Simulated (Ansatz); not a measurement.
Runs of Ansatz 0.2.0 on W. It takes space group Fm-3m (No. 225, cubic). Conventional cell: a = 4.060 Å, b = 4.060 Å, c = 4.060 Å, α = 90.00°, β = 90.00°, γ = 90.00°. W (site symmetry m-3m) is surrounded by 12 W at 2.87 Å. This isn't the form of W at room conditions, which is bcc.

```tsv
task	level	cell	k mesh	gap on the mesh (eV)	pressure (GPa)	relaxed volume (Å³/atom)
relaxation of cell and atoms	revPBE+D3(BJ)	relaxed	11 × 11 × 11	none	0.0	(a)
relaxation of cell and atoms	PBEsol+D4	relaxed	11 × 11 × 11	none	0.0	15.81
relaxation of cell and atoms	BLYP+D4	relaxed	11 × 11 × 11	none	0.0	16.29
relaxation of cell and atoms	BLYP+D3(BJ)	relaxed	11 × 11 × 11	none	0.0	(b)
relaxation of cell and atoms	RPBE+D3(BJ)	relaxed	11 × 11 × 11	none	0.0	14.36
relaxation of cell and atoms	RPBE+D4	relaxed	11 × 11 × 11	none	0.0	16.02
relaxation of cell and atoms	revPBE+D4	relaxed	11 × 11 × 11	none	0.0	16.08
phonons	LDA	as given	8 × 8 × 8	none	-	-
```

Alike in all rows: potentials or basis Ansatz PAW; no spin polarisation; cutoff (eV) 420; smearing fermi-dirac 0.05 eV.

Task: Estimate the missing entries.

Result: (a) 15.92; (b) 16.06.

Caveats: the PAW data sets come from PBE, with cores solved anew for the run's functional, which leaves a small shift of forces and pressure; the plane-wave basis is chosen anew once the cell has moved, so the energies of steps on either side of that aren't comparable (some runs); pairwise dispersion overbinds metals, which lowers pressure and volume (some runs); the volume moved by -14 % from the deposited cell, more than functionals usually miss (some runs).

A k mesh can miss the band edges, and the runs leave out spin-orbit coupling on W.

A gap of «none» marks a metal or a gap under the smearing width.

Runs at the PBE level aren't shown here.
